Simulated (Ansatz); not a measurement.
The system is GaP.

```xyz
2
Lattice="0.0000 2.7252 2.7252 2.7252 0.0000 2.7252 2.7252 2.7252 0.0000" Properties=species:S:1:pos:R:3 pbc="T T T"
Ga    0.0000    0.0000    0.0000
P     4.0879    4.0879    4.0879
```

Program: Ansatz 0.2.0. Alike in all runs: task band structure; potentials or basis Ansatz PAW; cell as given; cutoff (eV) 420; smearing fermi-dirac 0.05 eV.

Problem. Order these runs on this cell by their pressure, lowest first.
A. level HSEsol; spin off; k mesh 4 × 4 × 4; points for each segment of the path 4; mesh quality coarse
B. level PBE0; spin off; k mesh 4 × 4 × 4; points for each segment of the path 4; mesh quality coarse
C. level HF; spin off; k mesh 4 × 4 × 4; points for each segment of the path 4; mesh quality coarse
D. level LDA; spin SOC, no magnetisation; k mesh 6 × 6 × 6; points for each segment of the path 14; mesh quality not flagged

Solution. D (-2.7 GPa), A (-1.0 GPa), B (0.9 GPa), C (5.9 GPa).

Caveats: some runs use coarse meshes; the PAW data sets come from PBE, with cores solved anew for the run's functional, which leaves a small shift of forces and pressure; the thresholds are loose for stress (some runs); the k mesh misses the band edges, so the gap on the mesh is wider than the one along the path (some runs).

Runs at the PBE level aren't shown here.
